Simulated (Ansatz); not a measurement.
LaAlO3 in the cubic perovskite structure (space group Pm-3m, No. 221)

```cif
data_AlLaO3
_chemical_formula_sum 'La1 Al1 O3'
_space_group_name_H-M_alt 'P 1'
_space_group_IT_number 1
_cell_length_a 3.78694
_cell_length_b 3.78694
_cell_length_c 3.78694
_cell_angle_alpha 90.000
_cell_angle_beta 90.000
_cell_angle_gamma 90.000
loop_
_space_group_symop_operation_xyz
  'x, y, z'
loop_
_atom_site_label
_atom_site_type_symbol
_atom_site_fract_x
_atom_site_fract_y
_atom_site_fract_z
_atom_site_occupancy
La1 La 0.00000 0.00000 0.00000 1
Al1 Al 0.50000 0.50000 0.50000 1
O1 O 0.00000 0.50000 0.50000 1
O2 O 0.50000 0.50000 0.00000 1
O3 O 0.50000 0.00000 0.50000 1
```

Method: r2SCAN (Ansatz, a program for electronic structure), scalar-relativistic without spin-orbit coupling. k-mesh 9×9×9 (Γ-centred); smearing 0.05 eV (Fermi–Dirac).

* **Volume per atom**: 10.86 Å³
* **Density**: 6.54 g/cm³
* **Band gap**: 4.02 eV, indirect, R → Γ
* **Electron mass (degenerate bands, along [100])**: 0.48, 0.65 mₑ
* **Lowest conduction-band minima above the VBM**: Γ 4.02 eV
* **Total energy**: -1704.222 eV/atom (σ→0; compares only within this code and set-up)

Masses are band curvatures over ±0.01 Å⁻¹ around the edge. Whether these cells are dynamically stable was not tested. Many cubic perovskites are stable only at high temperature; tilts and polar distortions were not tested.
